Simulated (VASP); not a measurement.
Shape and ions are relaxed at each volume.

Energy against volume of GeO₂ (rutile). Calculation: PBE GGA, VASP's PBE PAW potentials (set 64) (plane waves; VASP).

```
V (Å³/atom)  E (eV/atom)
-----------  -----------
9.173           -6.38773
9.466           -6.40695
9.759           -6.41299
10.052          -6.40842
10.344          -6.39553
```

Question: Fit a third-order Birch-Murnaghan equation of state.

Answer: 
The volume per atom is 9.77 Å^3/atom and the bulk modulus is 190 GPa. The pressure derivative of the bulk modulus comes out as 6.66.

The compound is GeO2 in the rutile structure. It was relaxed first, which changed the volume by +6 %.
